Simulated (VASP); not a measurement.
Runs of VASP 6.6.1 on NaI. Symmetry: Fm-3m, No. 225, cubic system. The conventional cell has a = 6.473 Å, b = 6.473 Å, c = 6.473 Å, α = 90.00°, β = 90.00°, γ = 90.00°. Around I (site symmetry m-3m) lie 6 Na at 3.24 Å. Na (site symmetry m-3m) is surrounded by 6 I at 3.24 Å. 

```tsv
task	potentials or basis	cell	cutoff (eV)	gap on the mesh (eV)	pressure (GPa)	relaxed volume (Å³/atom)
relaxation of cell and atoms	VASP PAW PBE potentials, release 64 (I, Na_pv)	relaxed	600	3.57	0.0	34.78
relaxation of cell and atoms	VASP PAW PBE potentials, release 64 (I_GW, Na_sv_GW)	relaxed	630	3.59	0.0	(b)
band structure	VASP PAW PBE potentials, release 64 (I_GW, Na_sv_GW)	as given	600	3.64	-	-
band structure	VASP PAW PBE potentials, release 64 (I, Na)	as given	500	3.63	0.2	-
band structure	VASP PAW PBE potentials, release 64 (I, Na_pv)	as given	520	3.64	0.4	-
relaxation of cell and atoms	VASP PAW PBE potentials, release 64 (I_GW, Na_sv_GW)	relaxed	680	3.59	0.0	34.46
relaxation of cell and atoms	VASP PAW PBE potentials, release 64 (I, Na)	relaxed	580	3.59	0.0	(a)
band structure	VASP PAW PBE potentials, release 64 (I_GW, Na_sv_GW)	as given	550	3.64	0.2	-
```

Alike in all rows: level PBE; no spin polarisation; k mesh 7 × 7 × 7; smearing fermi-dirac 0.05 eV.

Estimate the missing entries.

(a) 34.42; (b) 34.44.

Caveats: spin-orbit coupling is left out, which moves the levels of the heavy elements.

A k mesh can miss the band edges, and the runs leave out spin-orbit coupling on I.

The runs don't all hold the same shells in valence.
